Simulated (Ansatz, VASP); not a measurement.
## InSb3: VASP beside Ansatz

Contents of INCAR:

```
PREC     = Accurate       # precision mode
ENCUT    = 520            # plane-wave cutoff, eV
EDIFF    = 1E-7           # SCF threshold, eV
ISMEAR   = -1             # smearing method
SIGMA    = 0.05           # smearing width, eV
LREAL    = False          # projectors in reciprocal space
LASPH    = True           # aspherical terms in the spheres
NELM     = 60             # most SCF steps
ALGO     = Normal         # electronic algorithm
ISIF     = 2              # what is computed and relaxed
LWAVE    = False          # write WAVECAR
LCHARG   = True           # write CHGCAR
GGA      = PS             # functional
IVDW     = 13             # dispersion correction
LELF     = True           # ELF
LVHAR    = True         
NBANDS   = 22             # bands
```

The input KPOINTS:

```
regular mesh
0
Gamma
  4 4 4
```

POSCAR

```
InSb3
1.0
    0.0000000000      3.7258601289      3.7258601289
    3.7258601289      0.0000000000      3.7258601289
    3.7258601289      3.7258601289      0.0000000000
In Sb
1 3
Direct
    0.0000000000      0.0000000000      0.0000000000
    0.2500000000      0.2500000000      0.2500000000
    0.7500000000      0.7500000000      0.7500000000
    0.5000000000      0.5000000000      0.5000000000
```

Input for Ansatz:

```yaml
crystal:
  lattice:
    - [0.0, 3.725860128867515, 3.725860128867515]
    - [3.725860128867515, 0.0, 3.725860128867515]
    - [3.725860128867515, 3.725860128867515, 0.0]
  atoms:
    - { symbol: In, position: [0.0, 0.0, 0.0] }
    - { symbol: Sb, position: [0.25, 0.25, 0.25] }
    - { symbol: Sb, position: [0.75, 0.75, 0.75] }
    - { symbol: Sb, position: [0.5, 0.5, 0.5] }
basis:
  ecutwfc: 500.0
kpoints:
  mp_grid:
    grid: [4, 4, 4]
hamiltonian:
  xc: pbesol
  dispersion: d4
scf:
  occupations:
    method: fermi_dirac
    width: 0.05
output:
  stress: true
```

The cell comes from a database or a generator and needn't be the stable form of this composition.

Alike in both runs: task single point; functional PBEsol; dispersion D4; k mesh 4 × 4 × 4; occupations fermi-dirac, width 0.05 eV; no spin polarisation.

|  | VASP | Ansatz |
| --- | --- | --- |
| version | VASP 6.6.1 | Ansatz 0.2.0 |
| potentials or method | VASP PAW PBE potentials, release 64 (In_d, Sb) | plane waves, PAW |
| plane-wave cutoff (eV) | 520 | 500 |
| valence electrons in the cell | 28 | 58 |

```tsv
	VASP	Ansatz	Ansatz less VASP
pressure (GPa)	-3.5	-3.5	+0.01
dispersion energy (meV/atom)	-305.3	-305.5	-0.20
```

The two sets of potentials don't hold the same shells in valence.

Caveats: the k mesh is coarse (spacing up to 0.37 Å⁻¹), so the values aren't converged; the PAW data sets were made with another functional, which shifts forces and pressure a little (VASP); pairwise dispersion overbinds metals, which lowers pressure and volume. Spin-orbit coupling is left out, which matters for the levels of Sb.
